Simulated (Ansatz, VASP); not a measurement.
# GaAs: VASP beside Ansatz, part 2 of 2

Aim: how closely do two programs agree when they are given the same cell, functional and k mesh?

VASP 6.6.1 and Ansatz 0.2.0.

So far: The starting structure; VASP: G0W0 gap, PBE.

## (3) Ansatz: G0W0 gap, PBE

Level of this step: Ansatz beside VASP: Kohn-Sham DFT, plane waves, PBE, G0W0 (Ansatz).

Ansatz runs on its default PAW (the set named soft_2) files.

The same cell, functional and mesh now go to Ansatz, which takes its cutoff from its data sets.

Contents of input.yaml:

```yaml
crystal:
  lattice:
    - [0.0, 2.82685, 2.82685]
    - [2.82685, 0.0, 2.82685]
    - [2.82685, 2.82685, 0.0]
  atoms:
    - { symbol: Ga, position: [0.0, 0.0, 0.0] }
    - { symbol: As, position: [0.25, 0.25, 0.25] }
hamiltonian:
  xc: pbe
  pseudopotentials: { kind: paw }
kpoints:
  mp_grid: { grid: [8, 8, 8] }
scf:
  occupations: { method: fixed }
gw:
  n_empty_bands: 95
  ecut_chi: 100.0
  qp_bands: [v2, c2]
  qp_kpoints: band_edges
  screening: { model: contour_deformation }
```

Launch:

```
$ ansatz run input.yaml --threads 4 --pin off --max-ram 9216MiB --backend cpu --events-out ev --progress --plain --runs-dir out
```

Numbers of over 12 decimals in the logs are rounded to 6 here.

What it wrote:

```text
Engine: ansatz 0.2.0, aarch64-unknown-linux-gnu
Pseudopotentials: kind: paw
Pseudopotential: Ga, paw, valence charge 13, recommended cutoff 420 eV (normal), Ga.paw.azcp
Pseudopotential: As, paw, valence charge 15, recommended cutoff 420 eV (normal), As.paw.azcp
Functional definition: PBE
  parameter kappa = 0.804
  parameter beta = 0.066725
  exchange = pbe_x(kappa = kappa, mu = beta*pi^2/3)
  correlation = pbe_c(beta = beta)
Crystal: 2 atoms, lattice volume = 45.179 Å³
Basis set: ecut = 420 eV, 893 PW (Γ)
Bands: 18, of which v1, the nominal top of the filled ones, is band 14 counted from 1 (13 counted from 0)
Symmetry: 24 space group operations
Space group: F-43m (ITA 216), of the structure as read, at distance tolerance 3.6e-5 Å
k-points: 29 of 512 (time reversal used)
Non-local potential: Ga, projectors of the file, l = 0: 2, l = 1: 2, l = 2: 3, l = 3: 1
Non-local potential: As, projectors of the file, l = 0: 2, l = 1: 2, l = 2: 3, l = 3: 1
PAW form: soft (Blöchl's): semilocal exchange-correlation on the pseudo side does not see the compensation charge
PAW one-centre angular grid: Ga, 590 points (default); XC on 64 Gauss nodes
PAW one-centre angular grid: As, 590 points (default); XC on 64 Gauss nodes
Initial density: superposition of atomic densities (neutral atoms: chi_scale 0, normalization atom), corrected by the library's trained network
Initial wavefunctions: pseudopotential atomic-orbital guess
Functional: x = pbe(κ = 0.804, μ = 0.219515), c = pbe(β = 0.066725)
SCF iter   1: F=—  HF=-8639.835176 eV  |F-HF|=—  |Δ(HF+E_count)|=         —  Δρ=1.75e-3  dr2=2.36e-3  ethr=1.77e-3  ⟨swp⟩=4.8  Hψ=2173  notcnv=0  defer=45
preconditioner: auto → none  [insulator: Δε(μ)=0.507 eV  Ē_g=15.490 eV  n_scr=14 (ndim 8)  ℏωp=23.4 eV  f_vac=0.086  ε∞_Penn≈3.3]
SCF iter   2: F=—  HF=-8639.834116 eV  |F-HF|=—  |Δ(HF+E_count)|=   1.06e-3  Δρ=8.88e-4  dr2=3.31e-4  ethr=8.45e-6  ⟨swp⟩=2.0  Hψ=1080  notcnv=0  defer=51
SCF iter   3: F=—  HF=-8639.834020 eV  |F-HF|=—  |Δ(HF+E_count)|=   9.68e-5  Δρ=2.69e-4  dr2=4.04e-5  ethr=1.18e-6  ⟨swp⟩=2.0  Hψ=847  notcnv=0  defer=52
SCF iter   4: F=—  HF=-8639.834040 eV  |F-HF|=—  |Δ(HF+E_count)|=   2.07e-5  Δρ=1.29e-4  dr2=1.00e-5  ethr=1.44e-7  ⟨swp⟩=3.0  Hψ=812  notcnv=0  defer=5
SCF iter   5: F=—  HF=-8639.834047 eV  |F-HF|=—  |Δ(HF+E_count)|=   7.00e-6  Δρ=3.36e-5  dr2=5.55e-7  ethr=3.57e-8  ⟨swp⟩=2.0  Hψ=638  notcnv=0  defer=33
SCF iter   6: F=-8639.834048 eV  HF=-8639.834048 eV  |F-HF|=3.15e-9  |Δ(HF+E_count)|=   5.28e-7  Δρ=3.87e-6  dr2=1.08e-8  ethr=3.57e-10  ⟨swp⟩=5.1  Hψ=2172  notcnv=0
SCF 1 converged in 6 iterations: F = -8639.834048 eV  dr2 = 1.08e-8
  greatest PAW one-centre occupation: 0.999 electrons in one spin orbital (limit 2), on the As atom at site 1 (counted from 0), in its partial waves of l = 2
NSCF: frozen V_eff on 29 k-points
G₀W₀ screening: q 1/29
G₀W₀ screening: q 2/29 (q-point 23)
G₀W₀ screening: q 3/29 (q-point 26)
G₀W₀ screening: q 4/29 (q-point 7)
G₀W₀ screening: q 5/29 (q-point 8)
G₀W₀ screening: q 6/29 (q-point 9)
G₀W₀ screening: q 7/29 (q-point 10)
G₀W₀ screening: q 8/29 (q-point 11)
G₀W₀ screening: q 9/29 (q-point 14)
G₀W₀ screening: q 10/29 (q-point 15)
G₀W₀ screening: q 11/29 (q-point 16)
G₀W₀ screening: q 12/29 (q-point 19)
G₀W₀ screening: q 13/29 (q-point 22)
G₀W₀ screening: q 14/29 (q-point 24)
G₀W₀ screening: q 15/29 (q-point 25)
G₀W₀ screening: q 16/29 (q-point 27)
G₀W₀ screening: q 17/29 (q-point 12)
G₀W₀ screening: q 18/29 (q-point 17)
G₀W₀ screening: q 19/29 (q-point 20)
G₀W₀ screening: q 20/29 (q-point 28)
G₀W₀ screening: q 21/29 (q-point 2)
G₀W₀ screening: q 22/29 (q-point 3)
G₀W₀ screening: q 23/29 (q-point 4)
G₀W₀ screening: q 24/29 (q-point 6)
G₀W₀ screening: q 25/29 (q-point 13)
G₀W₀ screening: q 26/29 (q-point 18)
G₀W₀ screening: q 27/29 (q-point 29)
G₀W₀ screening: q 28/29 (q-point 5)
G₀W₀ screening: q 29/29 (q-point 21)
G₀W₀ self-energy: k 1/13
G₀W₀ self-energy: k 2/13
G₀W₀ self-energy: k 3/13
G₀W₀ self-energy: k 4/13
G₀W₀ self-energy: k 5/13
G₀W₀ self-energy: k 6/13
G₀W₀ self-energy: k 7/13
G₀W₀ self-energy: k 8/13
G₀W₀ self-energy: k 9/13
G₀W₀ self-energy: k 10/13
G₀W₀ self-energy: k 11/13
G₀W₀ self-energy: k 12/13
G₀W₀ self-energy: k 13/13
SCF converged after 6 iterations
Free energy (F): -8639.834048 eV
Harris-Foulkes:  -8639.834048 eV  (|F-HF|=3.15e-9)
Internal energy: -8639.834048 eV  (E = F + TS)
E sigma→0 (E₀):  -8639.834048 eV
Fermi energy:    8.184114 eV
--- Per-component energies (eV) ---
  E_band       = -311.944442
  E_kinetic    = 219.488645
  E_local      = -3915.502191  (includes V_loc(G=0)·N_el)
  E_nonlocal   = -245.780345
  E_hartree    = 1973.458337
  E_xc         = -148.501350
  E_vxc        = -137.536961  (∫ρ·V_xc dr)
  E_paw        = -3824.269221  (= ΣΔE_a)
  E_vpaw       = -179.534600  (= ΣTr[D̂ρ^β])
  E_aug_tail   = -0.000138  (compensation charges beyond the density's cutoff)
  E_ewald      = -2698.727786
  E_smearing   = -0.000000  (= −TS)
  E_closure    = 0.000000  (closes the sum)
  Σ components = -8639.834048   (vs F -8639.834048, Δ=0.00e0)
--- Band table (eV; the first three rows and the last of 29) ---
  k-point 0: bands = [... 10 lower, -4.5435, 8.1841, 8.1841, 8.1841, 8.6996, 11.9233, 11.9233, 11.9233]
  k-point 1: bands = [... 10 lower, -4.3607, 6.2225, 7.9485, 7.9485, 9.7759, 12.2707, 12.2707, 12.3830]
  k-point 2: bands = [... 10 lower, -3.8508, 4.0492, 7.5070, 7.5070, 9.6371, 12.7887, 12.7887, 14.1408]
  k-point 28: bands = [... 10 lower, -1.9853, 1.5602, 4.6533, 4.8464, 12.8072, 12.9081, 13.5996, 14.2334]
--- G₀W₀: contour deformation, 7 samples at zero and on the imaginary axis and 2 off it, 512 q-points, 95 empty bands' worth ---
  eigenvalues of the whole cell's RPA ε∞ on this k-mesh (on a slab, of 1 + 4πα/V) = 28.2543, 28.2543, 28.2543; static W/v taken at q = 0 is 0.035393
  bands read: the sum over 109 bands ends inside a degenerate multiplet in 6 slots, whose members it reads at an even weight; the widest, k=0: bands 108 to 110 (counted from 1) at 2/3 each
  gw.qp_kpoints: band_edges: 13 of 29 stored k-points solved, in 1 pass; an edge of the gap read off the rows below is read off those points alone
    valence top: of the k-points left out ik 10 came nearest to being solved in a further pass, in band 14 (counted from 1, as in the quasiparticle table): it holds the edge there only if its correction is more favourable than any solved in that band by at least 0.720 eV; those differ by 0.099 eV
    conduction bottom: of the k-points left out ik 18 came nearest to being solved in a further pass, in band 15 (counted from 1, as in the quasiparticle table): it holds the edge there only if its correction is more favourable than any solved in that band by at least 0.690 eV; those differ by 0.507 eV
  `?` marks the rows in doubt; gw_qp.tsv's column doubts and the gw_qp event give each row's grounds
    ik  band        ε_KS         Σx   Σc(E_QP)       V_xc       Z   E_QP_lin       E_QP  E_QP is
     0    13      8.1841   -16.7528     1.0463   -15.3201  0.7522     7.7835     7.7978  root
     0    14      8.1841   -16.7528     1.0463   -15.3201  0.7522     7.7835     7.7978  root
     0    15      8.6996   -12.1696    -3.3894   -15.9837  0.7647     9.1448     9.1243  root
     0    16     11.9233    -7.8648    -4.1827   -12.1856  0.7470    12.0625    12.0614  root
     1    13      7.9485   -16.5355     1.1123   -15.0268  0.7507     7.5364     7.5521  root
     1    14      7.9485   -16.5355     1.1123   -15.0268  0.7507     7.5364     7.5521  root
     1    15      9.7759   -11.1733    -3.4425   -14.9090  0.7595    10.0753    10.0692  root
     1    16     12.2707    -7.9978    -4.2890   -12.4332  0.7426    12.4184    12.4171  root
     2    13      7.5070   -16.3157     1.2871   -14.6114  0.7473     7.0705     7.0899  root
     2    14      7.5070   -16.3157     1.2871   -14.6114  0.7473     7.0705     7.0899  root
     2    15      9.6371    -9.9373    -3.6043   -13.7955  0.7623     9.8951     9.8908  root
     2    16     12.7887    -7.8641    -4.4725   -12.4766  0.7346    12.9297    12.9286  root
     3    13      7.1664   -16.2307     1.4362   -14.3620  0.7444     6.7112     6.7339  root
     3    14      7.1664   -16.2307     1.4362   -14.3620  0.7444     6.7112     6.7339  root
     3    15      9.3110    -9.8767    -3.5269   -13.6313  0.7643     9.5419     9.5387  root
     3    16     12.8790    -7.4841    -4.4713   -12.0583  0.7364    12.9825    12.9819  root
     4    13      7.0439   -16.2106     1.4910   -14.2819  0.7432     6.5822     6.6063  root
     4    14      7.0439   -16.2106     1.4910   -14.2819  0.7432     6.5822     6.6063  root
     4    15      9.1870    -9.9174    -3.4935   -13.6316  0.7648     9.4105     9.4076  root
     4    16     12.8290    -7.3432    -4.4393   -11.8687  0.7383    12.9155    12.9152  root
     5    13      7.5280   -16.1667     1.2368   -14.5144  0.7476     7.0935     7.1125  root
     5    14      7.5280   -16.1667     1.2368   -14.5144  0.7476     7.0935     7.1125  root
     5    15     10.5377   -11.7305    -3.5918   -15.6318  0.7517    10.8544    10.8471  root
     5    16     11.2883    -7.6112    -3.9464   -11.6318  0.7578    11.3628    11.3626  root
[...]
17    13      5.7659   -15.6837     2.0217   -13.1847  0.7260     5.2487     5.2886  root ?
    17    14      5.7659   -15.6837     2.0217   -13.1847  0.7260     5.2487     5.2886  root ?
[...]
20    15      9.6548    -6.9120    -3.6233   -10.4535  0.7703     9.5733     9.5729  root
    20    16      9.8472    -8.2216    -3.6444   -11.9111  0.7642     9.8924     9.8923  root
    23    13      4.9626   -15.5048     2.2706   -12.7674  0.7095     4.4618     4.4959  root
    23    14      6.2494   -15.6731     1.7677   -13.4388  0.7340     5.7487     5.7828  root
    23    15     11.2144    -9.5048    -4.0932   -13.8303  0.7478    11.4503    11.4467  root
    23    16     12.3579    -6.8313    -4.2604   -11.0908  0.7463    12.3571    12.3571  root
    28    13      4.6533   -15.4087     2.5449   -12.3693  0.7017     4.1062     4.1588  root ?
    28    14      4.8464   -14.8376     2.3298   -12.0227  0.7066     4.3157     4.3613  root ?
    28    15     12.8072    -9.4612    -4.8257   -14.5975  0.7151    13.1255    13.1178  root
    28    16     12.9081    -7.3576    -4.3311   -11.6538  0.7365    12.8734    12.8733  root
```

Wall time 3.5 min (4 threads of Arm Neoverse N1, shared host); peak memory 0.49 GiB.

Reading the cycles: dr2 is the Hartree energy of the density residual (eV), the measure of convergence; HF is the Harris–Foulkes estimate of the energy, which meets the free energy F at convergence.

## (4) Comparison

Known differences besides the potentials themselves: the two programs' PAW sets differ in cores and partial waves; the data sets hold 28 valence electrons in Ansatz (default PAW (the set named soft_2) files) and 18 in VASP; the cutoff is 420 eV in Ansatz and 430 eV in VASP; VASP leaves aspherical gradient terms in its spheres out (LASPH is not set), Ansatz keeps them; Ansatz integrates over frequency by contour deformation, VASP on a grid of NOMEGA points. Total energies have different zeros and are not compared.

The two programs side by side:

| quantity | Ansatz | VASP | difference |
| --- | --- | --- | --- |
| G0W0 gap on the mesh (eV) | 1.36 | 1.42 | -0.06 |
| PBE gap under it (eV) | 0.52 | 0.51 | +0.01 |

VASP's log warns that its frequency grid doesn't suit quasiparticle energies on this mesh.

## (5) What came out

| Quantity | Value |
| --- | --- |
| difference in G0W0 gap on the mesh (G0W0 gap, PBE) | -0.057 eV |

What this shows: The difference in G0W0 gap on the mesh is -0.057 eV (G0W0 gap, PBE), within the 0.15 eV picked in this series as the mark of a large difference. How closely two codes agree says nothing of how well the functional describes the real material.

[Lines on the potential files, build, host, timing and source positions are cut from VASP's logs without a mark.]

[Logs are printed without paths, hosts, clocks, repeated set-up lines and the standing remarks that a program may print on its own settings, such as how far it seeks lower states.]

[Hosts, paths, dates, database ids (printed as entryN), source tags and the programs' standing remarks are cut or masked in the printed files.]
